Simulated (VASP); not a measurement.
# MgH2 (P4_2/mnm) in VASP: a series of runs

The runs below take MgH2 through single point, relaxation of cell and atoms, with PBE+D3(BJ).

Everything below comes from runs of VASP 6.6.1. Logs are shortened: lines on timing, memory, paths and dates and some standing lists are left out, and cuts for length are marked.

## Step 1: The structure

The structure is tetragonal, space group P4_2/mnm (No. 136). Conventional cell: a = 4.436 Å, b = 4.436 Å, c = 2.986 Å, α = 90.00°, β = 90.00°, γ = 90.00°. Mg (site symmetry mmm) is surrounded by 6 H at 1.91 to 1.93 Å. Around H (site symmetry m2m) lie 3 Mg at 1.91 to 1.93 Å.

The cell is a database's computed one.

## Step 2: Single point, PBE+D3(BJ)

Contents of INCAR:

```
PREC = Accurate
ENCUT = 520
EDIFF = 1E-6
ISMEAR = 0
SIGMA = 0.02
LREAL = False
LASPH = True
NELM = 100
ALGO = Normal
ISIF = 2
LWAVE = False
LCHARG = False
GGA = PE
IVDW = 12
NBANDS = 13
```

Contents of KPOINTS:

```
regular mesh
0
Gamma
  6 6 8
```

Contents of POSCAR:

```
MgH2
1.0
    4.4360834226      0.0000000000      0.0000000000
    0.0000000000      4.4360834226      0.0000000000
    0.0000000000      0.0000000000      2.9864910710
Mg H
2 4
Direct
    0.5000000000      0.5000000000      0.5000000000
    0.0000000000      0.0000000000      0.0000000000
    0.6954158162      0.6954158162      0.0000000000
    0.8045841838      0.1954158162      0.5000000000
    0.3045841838      0.3045841838      0.0000000000
    0.1954158162      0.8045841838      0.5000000000
```

Potentials or basis: VASP PAW PBE potentials, release 64 (Mg, H).

The run is started by

```sh
cat potpaw_PBE.64/Mg/POTCAR potpaw_PBE.64/H/POTCAR > POTCAR
mpirun -np 1 vasp_std > vasp.out
```

OUTCAR:

```text
PREC = Accurate
   ENCUT = 520
   EDIFF = 1E-6
   ISMEAR = 0
   LREAL = False
   LASPH = True
   NELM = 100
   ISIF = 2
   GGA = PE
   IVDW = 12
 IVDW          = 12

 ion  position               nearest neighbor table
   1  0.500  0.500  0.500-   4 1.91   6 1.91   5 1.93   3 1.93   3 1.93   5 1.93   2 3.47   2 3.47
                             2 3.47   2 3.47   2 3.47   2 3.47   2 3.47   2 3.47
   2  0.000  0.000  0.000-   3 1.91   5 1.91   4 1.93   6 1.93   4 1.93   6 1.93   1 3.47   1 3.47
                             1 3.47   1 3.47   1 3.47   1 3.47   1 3.47   1 3.47
   3  0.695  0.695  0.000-   2 1.91   1 1.93   1 1.93
   4  0.805  0.195  0.500-   1 1.91   2 1.93   2 1.93
   5  0.305  0.305  0.000-   2 1.91   1 1.93   1 1.93
   6  0.195  0.805  0.500-   1 1.91   2 1.93   2 1.93

  LATTYP: Found a simple tetragonal cell.
 ALAT       =     4.4360834226
 C/A-ratio  =     0.6732269857

  Lattice vectors:

 A1 = (   4.4360834226,   0.0000000000,   0.0000000000)
 A2 = (   0.0000000000,   4.4360834226,   0.0000000000)
 A3 = (   0.0000000000,   0.0000000000,   2.9864910710)

Analysis of symmetry for initial positions (statically):
=====================================================================
 Subroutine PRICEL returns:
 Original cell was already a primitive cell.

 Routine SETGRP: Setting up the symmetry group for a
 simple tetragonal supercell.

 Subroutine GETGRP returns: Found 16 space group operations
 (whereof  8 operations were pure point group operations)
 out of a pool of 16 trial point group operations.

The static configuration has the point symmetry D_2h.
 The point group associated with its full space group is D_4h.

Analysis of symmetry for dynamics (positions and initial velocities):
=====================================================================
 Subroutine PRICEL returns:
 Original cell was already a primitive cell.

 Routine SETGRP: Setting up the symmetry group for a
 simple tetragonal supercell.

 Subroutine GETGRP returns: Found 16 space group operations
 (whereof  8 operations were pure point group operations)
 out of a pool of 16 trial point group operations.

The dynamic configuration has the point symmetry D_2h.
 The point group associated with its full space group is D_4h.

 Subroutine INISYM returns: Found 16 space group operations
 (whereof  8 operations are pure point group operations),
 and found     1 'primitive' translations

----------------------------------------------------------------------------------------

                                     Primitive cell

  volume of cell :      58.7707

[... 115 lines left out ...]
     AMIX     =   0.40;   BMIX     =  1.00
     AMIX_MAG =   1.60;   BMIX_MAG =  1.00
  volume/ion in A,a.u.               =       9.80        66.10
  Fermi-wavevector in a.u.,A,eV,Ry     =   0.842141  1.591415  9.649263  0.709201
  Thomas-Fermi vector in A             =   1.956799
   LORBIT       =      0    0 simple, 1 ext, 2 COOP (PROOUT), +10 PAW based schemes
   GGA     = PE    functional components
   LHFCALC =     F    Hartree Fock is set to
   AEXX    =    0.0000 exact exchange contribution
   IVDW    =    12    specifies the selected vdW correction
   LEPSILON=     F    determine dielectric tensor
   LRPA    =     F    only Hartree local field effects (RPA)
 non-spin polarized calculation
 Gauss-broadening in eV      SIGMA  =   0.02
  energy-cutoff  :      520.00
  volume of cell :       58.77
 maximum number of plane-waves:      1608
 NGX is ok and might be reduce to    36
   NGX = 17   NGY = 17   NGZ = 11

 number of electron       8.0000001 magnetization

 Free energy of the ion-electron system (eV)
  ---------------------------------------------------
  ext. energy  EPLUGINS =         0.00000000
  ---------------------------------------------------
  free energy    TOTEN  =       -17.63682046 eV

  energy without entropy =      -17.63682046  energy(sigma->0) =      -17.63682046

 E-fermi :  -0.2528     XC(G=0):  -8.5465

 val. band max:       -0.3866894601   @ k =   0.1667   0.1667   0.0000
 cond. band min:       3.4523859800   @ k =   0.3333   0.3333   0.5000
 fundamental gap:      3.8390754401
 Fermi energy:        -0.2528280557

 k-point     1 :       0.0000    0.0000    0.0000
  band No.  band energies     occupation
      1      -7.0516      2.00000
      2      -1.8793      2.00000
      3      -1.8793      2.00000
      4      -0.8243      2.00000
      5       4.2992      0.00000
      6       4.8282      0.00000
      7       9.0344      0.00000
      8       9.0344      0.00000
      9      10.7980      0.00000
     10      10.9890      0.00000
     11      11.9909      0.00000
     12      14.9733      0.00000
     13      14.9733      0.00000
[... 354 lines left out ...]
  band No.  band energies     occupation
      1      -4.5112      2.00000
      2      -4.5112      2.00000
      3      -0.7263      2.00000
      4      -0.7263      2.00000
      5       5.4981      0.00000
      6       5.4981      0.00000
      7       7.0835      0.00000
      8       7.0835      0.00000
      9       9.0752      0.00000
     10       9.0752      0.00000
     11      12.7578      0.00000
     12      12.7578      0.00000
     13      14.3143      0.00000

 [... further k-points ...]

------------------------ aborting loop because EDIFF is reached ----------------------------------------

 Edisp (eV)   -0.84482

 E8    (eV) :    -0.3102

  FORCE on cell =-STRESS in cart. coord.  units (eV):
  Direction    XX          YY          ZZ          XY          YZ          ZX
  --------------------------------------------------------------------------------------
  -------------------------------------------------------------------------------------
  Total      -0.11534    -0.11534    -0.09427     0.00000     0.00000     0.00000
  in kB      -3.14427    -3.14427    -2.56997     0.00000     0.00000     0.00000
  external pressure =       -2.95 kB  Pullay stress =        0.00 kB

 VOLUME and BASIS-vectors are now :
 -----------------------------------------------------------------------------
  energy-cutoff  :      520.00
  volume of cell :       58.77
      direct lattice vectors                 reciprocal lattice vectors
     4.436083423  0.000000000  0.000000000     0.225424075  0.000000000  0.000000000
     0.000000000  4.436083423  0.000000000     0.000000000  0.225424075  0.000000000
     0.000000000  0.000000000  2.986491071     0.000000000  0.000000000  0.334841115

 POSITION                                       TOTAL-FORCE (eV/Angst)
 -----------------------------------------------------------------------------------
      2.21804      2.21804      1.49325         0.000000      0.000000      0.000000
      0.00000      0.00000      0.00000         0.000000      0.000000      0.000000
      3.08492      3.08492      0.00000         0.010811      0.010811      0.000000
      3.56920      0.86688      1.49325        -0.010811      0.010811      0.000000
      1.35116      1.35116      0.00000        -0.010811     -0.010811      0.000000
      0.86688      3.56920      1.49325         0.010811     -0.010811      0.000000
 -----------------------------------------------------------------------------------
    total drift:                                0.000000      0.000000     -0.000000

  FREE ENERGIE OF THE ION-ELECTRON SYSTEM (eV)
  ---------------------------------------------------
  free  energy   TOTEN  =       -18.4816454093 eV

  energy  without entropy=      -18.4816454093  energy(sigma->0) =      -18.48164541
```

Wall time 22 s (1 thread of AMD EPYC 7R13 (Zen 3), shared host); peak memory 0.18 GiB.

Results:

- Free energy: -18.4816 eV
- Pressure: -0.3 GPa
- Largest force: 0.015 eV/Å
- Band gap on the k mesh: 3.84 eV, indirect (least direct gap 4.67 eV)
- Dispersion energy per atom: -0.141 eV

Forces in eV/Å, atoms in the order of the input:
```
Mg   0.000  0.000  0.000
Mg   0.000  0.000  0.000
H    0.011  0.011  0.000
H   -0.011  0.011  0.000
H   -0.011 -0.011  0.000
H    0.011 -0.011  0.000
```

A k mesh can miss the band edges.

## Step 3: Relaxation of cell and atoms, PBE+D3(BJ)

This run uses another cell than the first one, of 10.00 Å³/atom, 1.020 times its volume.

Contents of INCAR:

```
SYSTEM = MgH2
PREC = Accurate
ENCUT = 600
EDIFF = 1E-7
ISMEAR = 0
SIGMA = 0.02
LREAL = .FALSE.
LASPH = .TRUE.
NELM = 100
ALGO = Normal
ISIF = 3
LWAVE = .FALSE.
LCHARG = .FALSE.
GGA = PE
IVDW = 12
IBRION = 2
NSW = 70
EDIFFG = -0.02
```

Contents of KPOINTS:

```
Automatic mesh
0
G
  6 6 8
  0 0 0
```

Contents of POSCAR:

```
MgH2
1.0
    4.4766940000      0.0000000000      0.0000000000
    0.0000000000      4.4766940000      0.0000000000
    0.0000000000      0.0000000000      2.9925370000
Mg H
2 4
Direct
    0.5000000000      0.5000000000      0.5000000000
    0.0000000000      0.0000000000      0.0000000000
    0.6955720000      0.6955720000      0.0000000000
    0.8044280000      0.1955720000      0.5000000000
    0.3044280000      0.3044280000      0.0000000000
    0.1955720000      0.8044280000      0.5000000000
```

Potentials or basis: VASP PAW PBE potentials, release 64 (Mg, H).

The run is started by

```sh
cat potpaw_PBE.64/Mg/POTCAR potpaw_PBE.64/H/POTCAR > POTCAR
mpirun -np 1 vasp_std > vasp.out
```

OUTCAR:

```text
SYSTEM = MgH2
   PREC = Accurate
   ENCUT = 600
   EDIFF = 1E-7
   ISMEAR = 0
   LREAL = .FALSE.
   LASPH = .TRUE.
   NELM = 100
   ISIF = 3
   GGA = PE
   IVDW = 12
   IBRION = 2
   NSW = 70
   EDIFFG = -0.02
 IVDW          = 12

 ion  position               nearest neighbor table
   1  0.500  0.500  0.500-   4 1.93   6 1.93   5 1.94   3 1.94   3 1.94   5 1.94   2 3.50   2 3.50
                             2 3.50   2 3.50   2 3.50   2 3.50   2 3.50   2 3.50
   2  0.000  0.000  0.000-   3 1.93   5 1.93   4 1.94   6 1.94   4 1.94   6 1.94   1 3.50   1 3.50
                             1 3.50   1 3.50   1 3.50   1 3.50   1 3.50   1 3.50
   3  0.696  0.696  0.000-   2 1.93   1 1.94   1 1.94
   4  0.804  0.196  0.500-   1 1.93   2 1.94   2 1.94
   5  0.304  0.304  0.000-   2 1.93   1 1.94   1 1.94
   6  0.196  0.804  0.500-   1 1.93   2 1.94   2 1.94

  LATTYP: Found a simple tetragonal cell.
 ALAT       =     4.4766940000
 C/A-ratio  =     0.6684703042

  Lattice vectors:

 A1 = (   4.4766940000,   0.0000000000,   0.0000000000)
[... 370 lines left out ...]
  ext. energy  EPLUGINS =         0.00000000
  ---------------------------------------------------
  free energy    TOTEN  =       -17.63545136 eV

  energy without entropy =      -17.63545136  energy(sigma->0) =      -17.63545136

 E-fermi :  -0.2837     XC(G=0):  -8.5573

 val. band max:       -0.3797011732   @ k =   0.1667   0.1667   0.0000
 cond. band min:       3.4839496053   @ k =   0.3333   0.3333   0.5000
 fundamental gap:      3.8636507785
 Fermi energy:        -0.2836517078

 k-point     1 :       0.0000    0.0000    0.0000
  band No.  band energies     occupation
      1      -7.0544      2.00000
      2      -1.8849      2.00000
      3      -1.8849      2.00000
      4      -0.8069      2.00000
      5       4.3037      0.00000
      6       4.8195      0.00000
      7       9.0454      0.00000
      8       9.0454      0.00000
[... 243 lines left out ...]
 k-point    24 :       0.5000    0.0000    0.2500
  band No.  band energies     occupation
      1      -4.5069      2.00000
      2      -4.5069      2.00000
      3      -0.7181      2.00000
      4      -0.7181      2.00000
      5       5.5197      0.00000
      6       5.5197      0.00000
      7       7.1233      0.00000
      8       7.1233      0.00000

 [... further k-points ...]

------------------------ aborting loop because EDIFF is reached ----------------------------------------

 Edisp (eV)   -0.84787

 E8    (eV) :    -0.3113
[... 29 lines left out ...]
  FREE ENERGIE OF THE ION-ELECTRON SYSTEM (eV)
  ---------------------------------------------------
  free  energy   TOTEN  =       -18.4833208707 eV

  energy  without entropy=      -18.4833208707  energy(sigma->0) =      -18.48332087

 reached required accuracy - stopping structural energy minimisation
```

OSZICAR:

```text
N       E                     dE             d eps       ncg     rms          rms(c)
DAV:   1     0.285658890403E+01    0.28566E+01   -0.34196E+03   800   0.857E+02
DAV:   2    -0.181625549684E+02   -0.21019E+02   -0.19723E+02  1056   0.845E+01
DAV:   3    -0.188983796928E+02   -0.73582E+00   -0.73582E+00  1016   0.220E+01
DAV:   4    -0.188999109456E+02   -0.15313E-02   -0.15313E-02  1064   0.104E+00
[... 29 lines left out ...]
       N       E                     dE             d eps       ncg     rms          rms(c)
DAV:   1    -0.176354564816E+02    0.49676E-04   -0.29295E-03   976   0.414E-01    0.234E-02
DAV:   2    -0.176354532122E+02    0.32694E-05   -0.19357E-05   824   0.387E-02    0.143E-02
DAV:   3    -0.176354512948E+02    0.19174E-05   -0.97535E-06   976   0.191E-02    0.147E-03
DAV:   4    -0.176354513640E+02   -0.69140E-07   -0.18364E-07   856   0.356E-03
   5 F= -.18483321E+02 E0= -.18483321E+02  d E =-.244316E-03
```

Wall time 50 s (1 thread of AMD EPYC 7R13 (Zen 3), shared host); peak memory 0.18 GiB.

Results:

- Free energy: -18.4833 eV
- Relaxed volume: 9.76 Å³/atom
- Relaxed cell: a = 4.435 Å, b = 4.435 Å, c = 2.977 Å, α = 90.00°, β = 90.00°, γ = 90.00°
- Space group after relaxing (to 0.05 Å): P4_2/mnm (No. 136)
- Energy gained by relaxing: 0.9 meV/atom
- Ionic steps: 5
- Pressure after relaxing: 0.0 GPa
- Band gap on the k mesh: 3.86 eV, indirect (least direct gap 4.69 eV)
- Dispersion energy per atom: -0.141 eV

Forces in eV/Å, atoms in the order of the input:
```
Mg   0.000  0.000  0.000
Mg   0.000  0.000  0.000
H    0.002  0.002  0.000
H   -0.002  0.002  0.000
H   -0.002 -0.002  0.000
H    0.002 -0.002  0.000
```

The path:
| step | energy change (eV) | largest force (eV/Å) | pressure (GPa) | volume (Å³) |
| --- | --- | --- | --- | --- |
| 1 | 0.0000 | 0.0101 | -1.19 | 59.97 |
| 2 | -0.0038 | 0.0096 | -0.64 | 59.33 |
| 3 | -0.0054 | 0.0087 | -0.01 | 58.63 |
| 4 | -0.0054 | 0.0086 | 0.04 | 58.58 |
| 5 | -0.0056 | 0.0023 | 0.02 | 58.56 |

Final structure:
```yaml
crystal:
  lattice:
    - [4.43544, 0.00000, 0.00000]
    - [0.00000, 4.43544, 0.00000]
    - [0.00000, 0.00000, 2.97689]
  atoms:
    - { symbol: Mg, position: [0.50000, 0.50000, 0.50000] }
    - { symbol: Mg, position: [0.00000, 0.00000, 0.00000] }
    - { symbol: H, position: [0.69583, 0.69583, 0.00000] }
    - { symbol: H, position: [0.80417, 0.19583, 0.50000] }
    - { symbol: H, position: [0.30417, 0.30417, 0.00000] }
    - { symbol: H, position: [0.19583, 0.80417, 0.50000] }
```

Levels at points of the mesh, in eV from the valence-band top:
```tsv
k point	band 2	band 3	band 4	band 5	band 6	band 7
(0.00, 0.00, 0.00)	-1.51	-1.51	-0.43	4.68	5.20	9.43
(0.50, 0.00, 0.00)	-5.00	-0.53	-0.53	5.44	5.44	10.29
(0.50, 0.50, 0.00)	-3.87	-2.87	-2.87	9.29	9.29	9.41
(0.00, 0.00, 0.50)	-3.16	-0.11	-0.11	6.57	6.57	6.90
(0.50, 0.00, 0.50)	-2.38	-1.16	-1.16	5.26	5.26	6.95
(0.50, 0.50, 0.50)	-1.96	-1.02	-1.02	3.97	3.97	4.14
```
